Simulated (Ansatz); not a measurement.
# GaAs: band edges up the ladder

The task here is to estimate one member of a computed series from the others.

Program: Ansatz 0.2.0. Level of theory: DFT PBEsol, scalar-relativistic, plane waves, PAW. These are calculated values, not measurements.

That is the level of the relaxation; later steps name their own.

### The starting structure

Symmetry: F-43m, No. 216, cubic system. The conventional cell has a = 5.658 Å, b = 5.658 Å, c = 5.658 Å, α = 90.00°, β = 90.00°, γ = 90.00°. Around Ga (site symmetry -43m) lie 4 As at 2.45 Å. As (site symmetry -43m) is surrounded by 4 Ga at 2.45 Å.

As a file:

```
CELL_PARAMETERS angstrom
0.00000 2.82914 2.82914
2.82914 0.00000 2.82914
2.82914 2.82914 0.00000
ATOMIC_POSITIONS crystal
Ga 0.00000 0.00000 0.00000
As 0.25000 0.25000 0.25000
```

It is the result of an earlier relaxation at this level (volume 22.64 Å³/atom; gap on the mesh: 0.42 eV).

The first run:

Input file input.yaml:

```yaml
crystal:
  lattice:
    - [0.0, 2.8291375184, 2.8291375184]
    - [2.8291375184, 0.0, 2.8291375184]
    - [2.8291375184, 2.8291375184, 0.0]
  atoms:
    - { symbol: Ga, position: [0.0, 0.0, 0.0] }
    - { symbol: As, position: [0.25, 0.25, 0.25] }
basis:
  ecutwfc: 250
kpoints:
  mp_grid: { grid: [4, 4, 4] }
  band_path:
    path:
      - [0.0, 0.0, 0.0]
      - [-0.5, -0.5, 0.0]
      - [-0.375, -0.375, 0.25]
      - [-0.375, 0.0, 0.375]
      - [0.0, 0.0, 0.5]
      - [-0.5, -0.25, 0.25]
    npoints: 1
hamiltonian:
  xc: pbesol
scf:
  occupations: { method: gaussian, width: 0.02 }
  n_extra_bands: 4
output:
  forces: true
  stress: true
  eigenvalues: true
```

The run is started by

```sh
ansatz run input.yaml --threads 2 --pin off --max-ram 5120MiB --backend cpu --events-out ev --progress --plain --runs-dir out
```

Among the steps run: The run at PBEsol, 250 eV and coarse mesh; Levels with LDA; Levels with PBE0; The run at Hartree-Fock.

One of the session's tables, all rows but one given; the rest of the session is left out.

| level | gap (eV) | least direct gap (eV) |
| --- | --- | --- |
| PBEsol, 250 eV and coarse mesh | 0.35 | 0.35 |
| LDA | 0.27 | 0.27 |
| PBE0 | ? | ? |
| Hartree-Fock | 7.12 | 7.46 |

Estimate the missing values for PBE0.

The run gave: gap (eV): 1.99; least direct gap (eV): 1.99. In the column «gap (eV)» it lies between PBEsol, 250 eV and coarse mesh (0.35) and Hartree-Fock (7.12).

Gaps are by band count over the mesh and the named points; a gap of 0 means that the bands overlap or touch.

To keep in mind: The cheap run is there to show what low settings cost; its numbers aren't properties. A measured gap of GaAs is 1.418 eV (direct; 300 K; “Evidence of valence band perturbations in GaAsN/GaAs(001): A combined variable-angle spectroscopic ellipsometry and modulated photoreflectance investigation”, 2008, arxiv:0805.2212); the calculated 1.99 eV misses it by +0.57 eV. 3 values of this kind are on record (1.412 to 1.51 eV); this one was drawn at random among those near their median, those with a stated uncertainty first. That is PBE0, the nearest rung, at the geometry relaxed with PBEsol, without temperature or excitons. The settings are coarse, so take the values as rough. Warnings in the runs' records: cutoff below recommended.

**Measured values.**

“Evidence of valence band perturbations in GaAsN/GaAs(001): A combined variable-angle spectroscopic ellipsometry and modulated photoreflectance investigation”, 2008, arxiv:0805.2212 reports, for a bulk crystal of GaAs at 300 K: band gap 1.418 ± 0.005 eV (direct).
